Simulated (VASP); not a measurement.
**VASP 6.6.1 run: BaS**

INCAR

```
PREC = High
LWAVE = .FALSE.
EDIFF = 1E-7
ISIF = 2
IBRION = -1
NSW = 0
ENCUT = 520
NELM = 120
LCHARG = .FALSE.
LASPH = .TRUE.
SIGMA = 0.02
METAGGA = RTPSS
LREAL = .FALSE.
ISMEAR = -1
NBANDS = 15
```

KPOINTS

```
KPOINTS created by Atomic Simulation Environment
0
Gamma
8 8 8
0 0 0
```

POSCAR

```
Ba S
 1.0000000000000000
     0.0000000000000000    3.2117958738999999    3.2117958738999999
     3.1103031243000001    0.0000000000000000    3.2117958738999999
     3.1103031243000001    3.2117958738999999    0.0000000000000000
 Ba  S
   1   1
Cartesian
  0.0000000000000000  0.0000000000000000  0.0000000000000000
  3.1103031242999997  3.2117958738999999  3.2117958738999999
```

The recommended PBE PAW datasets give the neutral cell 16 valence electrons.

Command

```
mpirun -np 1 vasp_std
```

Problem. Predict the outcome of this run.

Solution. It converged. Results: gap between bands v and c on the k mesh 1.99 eV; least direct gap on the k mesh 2.14 eV; pressure 2.1 GPa. Band v is the last that the valence electrons fill when counted band by band, and c is the next.

OSZICAR

```
N       E                     dE             d eps       ncg     rms          rms(c)
DAV:   1     0.113516422370E+03    0.11352E+03   -0.67185E+03  1770   0.951E+02
DAV:   2     0.162316397369E+02   -0.97285E+02   -0.87477E+02  2646   0.236E+02
DAV:   3     0.102148711652E+02   -0.60168E+01   -0.59474E+01  2477   0.576E+01
DAV:   4     0.100656596526E+02   -0.14921E+00   -0.14913E+00  2507   0.104E+01
DAV:   5     0.100626750362E+02   -0.29846E-02   -0.29844E-02  2627   0.117E+00    0.723E+00
DAV:   6     0.107997015535E+02    0.73703E+00   -0.62220E+00  2788   0.252E+01    0.226E+00
DAV:   7     0.109094370967E+02    0.10974E+00   -0.43153E-01  2253   0.442E+00    0.156E+00
DAV:   8     0.108846586895E+02   -0.24778E-01   -0.76262E-02  2359   0.159E+00    0.121E+00
DAV:   9     0.108801213906E+02   -0.45373E-02   -0.51998E-03  2134   0.603E-01    0.575E-01
DAV:  10     0.108766002619E+02   -0.35211E-02   -0.42125E-03  2008   0.548E-01    0.810E-02
DAV:  11     0.108761958536E+02   -0.40441E-03   -0.42816E-04  2331   0.143E-01    0.114E-01
DAV:  12     0.108760914928E+02   -0.10436E-03   -0.24138E-04  1966   0.122E-01    0.182E-02
DAV:  13     0.108760887584E+02   -0.27344E-05   -0.89419E-06  2400   0.200E-02    0.940E-03
DAV:  14     0.108760853395E+02   -0.34189E-05   -0.29300E-06  2036   0.123E-02    0.716E-03
DAV:  15     0.108760856524E+02    0.31297E-06   -0.10127E-07  2064   0.266E-03    0.326E-03
DAV:  16     0.108760861842E+02    0.53172E-06   -0.59103E-08  1543   0.207E-03    0.606E-04
DAV:  17     0.108760863110E+02    0.12682E-06   -0.17107E-08  1186   0.865E-04    0.853E-04
DAV:  18     0.108760862846E+02   -0.26345E-07   -0.36099E-09  1207   0.380E-04
   1 F= 0.10876086E+02 E0= 0.10876086E+02  d E =-.236613E-10
```

For comparison, a separate PBE run of the intended cell, on usual settings and not on those above, gives a gap of 1.98 eV on its mesh and a pressure of 2.3 GPa.
